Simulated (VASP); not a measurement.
The system is Co.

```
CELL_PARAMETERS angstrom
2.47200 0.00000 0.00000
-1.23600 2.14081 0.00000
0.00000 0.00000 4.02114
ATOMIC_POSITIONS crystal
Co 0.64503 0.33127 0.75056
Co 0.33747 0.68860 0.25951
```

The cell isn't the ideal one: atoms moved at random, drawn with an rms of 0.05 Å.

```yaml
Program: VASP 6.6.1
Task: relaxation of the atoms
Functional: PBE
Dispersion: D4
Potentials_or_basis: VASP PAW PBE potentials, release 64 (Co)
Cutoff: 520 eV
k_mesh: 12 × 12 × 7
Occupations: methfessel-paxton, width 0.1 eV
Spin: collinear spin, zero start
Starting_moments: "[0.0, 0.0] μB"
Hubbard_terms: Co d U = 2 eV, J = 0.5 eV
```

At the start: pressure -17.1 GPa; volume 10.64 Å³/atom.

Where does the relaxation end?

Over 5 steps the energy falls by 5.2 meV/atom; space group P6_3/mmc (No. 194, to 0.05 Å); moment 0.00 μB per cell.

Step by step:
```tsv
step	energy change (eV)	largest force (eV/Å)	pressure (GPa)
1	0.0000	0.3193	-17.07
2	-0.0071	0.1538	-17.44
3	-0.0088	0.1123	-17.46
4	-0.0099	0.0654	-17.47
5	-0.0105	0.0023	-17.48
```

Final structure:
```
Co
1.0
     2.47200    0.00000    0.00000
    -1.23600    2.14081    0.00000
     0.00000    0.00000    4.02114
Co
2
Direct
  0.65798 0.34341 0.75505
  0.32452 0.67646 0.25502
```

Caveat: pairwise dispersion overbinds metals, which lowers pressure and volume; the U is typed as a test and isn't derived for this compound.
